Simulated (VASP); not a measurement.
TiO:

```xyz
6
Lattice="4.0353 0.0000 0.0000 0.0000 4.0353 0.0000 0.0000 0.0000 4.0353" Properties=species:S:1:pos:R:3 pbc="T T T"
Ti    2.0176    2.0176    0.0000
Ti    0.0000    2.0176    2.0176
Ti    2.0176    0.0000    2.0176
O     0.0000    2.0176    0.0000
O     2.0176    0.0000    0.0000
O     0.0000    0.0000    2.0176
```

The cell comes from a database or a generator and needn't be the stable form of this composition.

Base run:

```yaml
Program: VASP 6.6.1
Functional: r2SCAN
Potentials_or_basis: VASP PAW PBE potentials, release 64 (Ti_sv, O)
Cutoff: 520 eV
k_mesh: 10 × 10 × 10
Occupations: gaussian, width 0.1 eV
Spin: no spin polarisation
```

Its results: band gap on the k mesh none (metal or under the smearing width); pressure 4.9 GPa.

The run is repeated on the same cell with these changes: functional from r2SCAN to PBEsol; k mesh from 10 × 10 × 10 to 14 × 14 × 14. What comes out?

Band gap on the k mesh none (metal or under the smearing width); pressure 0.2 GPa.

Several settings changed at once, so the effect can't be laid on one alone.

Caveats: the PAW data sets were made with another functional, which shifts forces and pressure a little; semilocal functionals often make such compounds metallic where correlation or magnetic order opens a gap, which also shifts bond lengths.
